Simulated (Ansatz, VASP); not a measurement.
# CuAu in VASP and in Ansatz

```
CELL_PARAMETERS angstrom
2.89203 0.00000 0.00000
0.00000 2.89203 0.00000
0.00000 0.00000 3.58760
ATOMIC_POSITIONS crystal
Cu 0.50000 0.50000 0.50000
Au 0.00000 0.00000 0.00000
```

Alike in both runs: task single point; functional PBE; k mesh 14 × 14 × 12; occupations gaussian, width 0.1 eV; no spin polarisation.

```csv
,VASP,Ansatz
version,VASP 6.6.1,Ansatz 0.2.0
potentials or method,"VASP PAW PBE potentials, release 64 (Cu, Au)","scalar-relativistic, plane waves, PAW"
plane-wave cutoff (eV),520,420
valence electrons in the cell,22,38
```

```tsv
	VASP	Ansatz	Ansatz less VASP
gap on the k mesh at the Fermi level (eV)	none	none	-
pressure (GPa)	0.0	0.0	-0.04
```

A gap of «none» marks a metal or a gap that the smearing closes. The two sets of potentials don't hold the same shells in valence.

The runs have no spin-orbit coupling, so splittings on Au are missing.
